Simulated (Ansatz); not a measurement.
## SnO: band structure with LDA

The system is SnO.

```
Sn O
1.0
     3.81370    0.00000    0.00000
     0.00000    3.81370    0.00000
     0.00000    0.00000    4.88691
Sn O
2 2
Direct
  0.50000 0.00000 0.76463
  0.00000 0.50000 0.23537
  0.00000 0.00000 0.00000
  0.50000 0.50000 0.00000
```

The cell is a database's computed one.

| Item | Value |
| --- | --- |
| Program | Ansatz 0.2.0 |
| Task | band structure |
| Functional | LDA |
| Potentials or basis | Ansatz PAW |
| Cutoff | 420 eV (not typed: the program's choice for these potentials) |
| k mesh | 7 × 7 × 6 |
| Occupations | fermi-dirac, width 0.05 eV |
| Spin | no spin polarisation |
| Path | [["G", "X", "M", "G", "Z", "R", "A", "Z"], ["X", "R"], ["M", "A"]] |
| Points for each segment of the path | 14 |

| Quantity | Value |
| --- | --- |
| Pressure | -3.3 GPa |
| Largest force | 0.235 eV/Å |
| Band gap on the k mesh | 0.45 eV, indirect (least direct gap 2.01 eV) |
| Band gap along the path | 0.21 eV, indirect (least direct gap 2.00 eV) |

Forces in eV/Å, atoms in the order of the input:
```
Sn   0.000  0.000  0.235
Sn   0.000  0.000 -0.235
O    0.000  0.000  0.000
O    0.000  0.000  0.000
```

Stress tensor (GPa, compression positive):
```
-3.46  0.00  0.00
 0.00 -3.46  0.00
 0.00  0.00 -2.97
```

Levels at the corners of the path, in eV from the valence-band top:
| point | band 17 | band 18 | band 19 | band 20 | band 21 | band 22 | band 23 | band 24 |
| --- | --- | --- | --- | --- | --- | --- | --- | --- |
| Γ | -3.37 | -3.08 | -3.08 | -0.02 | 2.06 | 4.18 | 4.77 | 4.77 |
| X | -4.76 | -4.76 | -2.60 | -2.60 | 3.12 | 3.12 | 5.87 | 5.87 |
| M | -2.41 | -2.41 | -1.85 | -1.85 | 0.21 | 0.21 | 4.45 | 4.45 |
| Γ | -3.37 | -3.08 | -3.08 | -0.02 | 2.06 | 4.18 | 4.77 | 4.77 |
| Z | -3.20 | -3.10 | -3.10 | -2.11 | 1.58 | 3.03 | 3.03 | 3.70 |
| R | -4.73 | -4.73 | -1.66 | -1.66 | 2.55 | 2.55 | 5.45 | 5.45 |
| A | -2.61 | -2.61 | -2.41 | -2.41 | 2.46 | 2.46 | 3.94 | 3.94 |
| Z | -3.20 | -3.10 | -3.10 | -2.11 | 1.58 | 3.03 | 3.03 | 3.70 |
| X | -4.76 | -4.76 | -2.60 | -2.60 | 3.12 | 3.12 | 5.87 | 5.87 |
| R | -4.73 | -4.73 | -1.66 | -1.66 | 2.55 | 2.55 | 5.45 | 5.45 |
| M | -2.41 | -2.41 | -1.85 | -1.85 | 0.21 | 0.21 | 4.45 | 4.45 |
| A | -2.61 | -2.61 | -2.41 | -2.41 | 2.46 | 2.46 | 3.94 | 3.94 |

Wall time 3.5 s on 2 threads of Intel(R) Xeon(R) Platinum 8488C (Sapphire Rapids) (shared host), peak memory 0.44 GiB.

Caveat: the k mesh misses the band edges, so the gap on the mesh is wider than the one along the path; the pressure holds a Pulay correction of +0.6 GPa for the finite cutoff; spin-orbit coupling is left out, which moves the levels of the heavy elements; the PAW data sets come from PBE, with cores solved anew for the run's functional, which leaves a small shift of forces and pressure.
